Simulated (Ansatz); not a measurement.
Au:

```xyz
1
Lattice="0.0000 2.0350 2.0350 2.0350 0.0000 2.0350 2.0350 2.0350 0.0000" Properties=species:S:1:pos:R:3 pbc="T T T"
Au    0.0000    0.0000    0.0000
```

| Property | Result |
| --- | --- |
| Program | Ansatz 0.2.0 |
| Task | relaxation of cell and atoms |
| Functional | HSE03 |
| Potentials or basis | Ansatz PAW |
| Cutoff | 420 eV (not typed: the program's choice for these potentials) |
| k mesh | 6 × 6 × 6 |
| Occupations | fermi-dirac, width 0.05 eV |
| Spin | no spin polarisation |

At the start: volume 16.85 Å³/atom.

Q: Where does the relaxation end?

A: It ends after 4 steps and the volume is 17.75 Å³/atom (+5.3 %); space group Fm-3m (No. 225, to 0.05 Å).

The path:
```
step  energy change (eV)  largest force (eV/Å)  volume (Å³)
   1              0.0000                0.0000        16.85
   2             -0.0209                0.0000        17.95
   3             -0.0221                0.0000        17.75
   4             -0.0229                0.0000        17.75
```

Final structure:
```
Au
1.0
     0.00000    2.07039    2.07039
     2.07039    0.00000    2.07039
     2.07039    2.07039    0.00000
Au
1
Direct
  0.00000 0.00000 0.00000
```

Caveat: the k mesh is coarse (spacing up to 0.45 Å⁻¹), so the values aren't converged, least of all with exact exchange; the plane-wave basis is chosen anew once the cell has moved, so the energies of steps on either side of that aren't comparable; the PAW data sets come from PBE, with cores solved anew for the run's functional, which leaves a small shift of forces and pressure.
